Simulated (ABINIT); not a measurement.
Input of an ABINIT 10.8.3 (patched build) run:

run.abi

```
# Pseudopotentials
pp_dirpath "./"
pseudos "46_Pd_18_1.9_2.2_pbe_n_v1.0.psp8"

# Structure
acell 3*1.0 Angstrom
rprim
     0.0000000000     1.9465000000     1.9465000000
     1.9465000000     0.0000000000     1.9465000000
     1.9465000000     1.9465000000     0.0000000000
ntypat 1
znucl 46
natom 1
typat 1
chkprim 0
chksymtnons 0
tolsym 1.0e-6
xred
            0.0            0.0            0.0

# Plane-wave basis
ecut 33.0
ecutsm 0.5

# k points
kptopt 1
ngkpt 9 9 9
nshiftk 1
shiftk 0.0 0.0 0.0

# Exchange and correlation
ixc 11

# Bands and occupations
nband 13
occopt 3
tsmear 0.05 eV

# SCF cycle
nstep 80
tolvrs 1.0e-12

# Output
iomode 3
prteig 0
prtebands 0
prtwf 0
prtden 0

# Relaxation
ionmov 2
optcell 2
ntime 50
tolmxf 2.0e-5
dilatmx 1.08
```

Potentials or basis: SPMS NC PBE v1.0.

Command:

```bash
$ mpirun --bind-to none -np 4 abinit run.abi > log 2>&1
```

(1) What does it give for the relaxed volume?

(2) What does it give for the space group after relaxing (to 0.05 Å)?

(3) Predict the band gap on the k mesh.

(4) Estimate the relaxed cell.

## Answers

(1) 15.35 Å³/atom.

(2) Fm-3m (No. 225).

(3) none (metal or under the smearing width).

(4) a = 2.790 Å, b = 2.790 Å, c = 2.790 Å, α = 60.00°, β = 60.00°, γ = 60.00°.
